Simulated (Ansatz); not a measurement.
# W: do energies and stresses tell the same story?

Theory: DFT r2SCAN, scalar-relativistic, plane waves, PAW in Ansatz 0.2.0.

Plane waves to 500 eV, a k mesh through Γ of 18×18×18 on the computed 1-atom cell and Gaussian smearing (0.10 eV); no spin polarisation.

Relaxed cell: Im-3m, a = 3.168 Å, b = 3.168 Å, c = 3.168 Å, α = 90.00°, β = 90.00°, γ = 90.00°, 1 atom in the primitive cell.

Energies at zero smearing and pressures from the stress tensor, at volumes with shape and atoms relaxed:
| V (Å³/atom) | E − E(first) (meV/atom) | P (GPa) |
| --- | --- | --- |
| 14.950 | 0.00 | 22.63 |
| 15.427 | -48.59 | 10.39 |
| 15.904 | -63.47 | -0.02 |
| 16.381 | -49.76 | -8.83 |
| 16.858 | -11.94 | -16.33 |

Task: Check P = −dE/dV between neighbouring volumes, and get the bulk modulus from the pressures alone.

Result: With 1 eV/Å³ = 160.2 GPa:
```json
{"middle V (Å³/atom)": "15.188", "−ΔE/ΔV (GPa)": "16.317", "mean P (GPa)": "16.511"}
{"middle V (Å³/atom)": "15.665", "−ΔE/ΔV (GPa)": "4.996", "mean P (GPa)": "5.185"}
{"middle V (Å³/atom)": "16.143", "−ΔE/ΔV (GPa)": "-4.603", "mean P (GPa)": "-4.424"}
{"middle V (Å³/atom)": "16.620", "−ΔE/ΔV (GPa)": "-12.701", "mean P (GPa)": "-12.582"}
```

The two differ by 0.19 GPa at most. The mean of two end pressures misses the average over a step by about ΔV² P″/12, up to 0.16 GPa here; with that taken off 0.06 GPa remains. The stress is the derivative of the free energy, not of the energy at zero smearing, and with free energies 0.00 GPa remains. Around V = 15.904 Å³/atom, the two neighbours give B = −V ΔP/ΔV = 15.904 × 19.22 / 0.954 = 320.3 GPa, against B0 = 319.0 GPa from the Birch–Murnaghan fit of the energies.

Spin–orbit coupling is left out, which can shift energies with elements as heavy as these.

Cost: 6 runs of about 1 core-minutes in all, on Arm Neoverse V2 (shared hosts).

Energies and stresses do tell the same story: once both refer to the same free energy, no discrepancy is left at the printed precision. This suggests that Pulay stress from the finite plane-wave basis is negligible here. The small remainder seen with zero-smearing energies reflects an electronic entropy term that varies with volume, as expected when compression broadens the d band and changes the density of states at the Fermi level.

The pressure changes more steeply on compression than on expansion, with every step softer than the one before it, the usual anharmonicity of a metal whose short-range repulsion grows quickly as atoms approach. The high bulk modulus fits tungsten's place near the middle of the 5d series, where bonding d states are largely filled and antibonding ones largely empty. The 320.3 GPa from pressures and 319.0 GPa from energies are two readings of one equation of state, so their closeness supports the numerics rather than the accuracy of the functional. Purely volumetric strain leaves the resistance to shear untested.
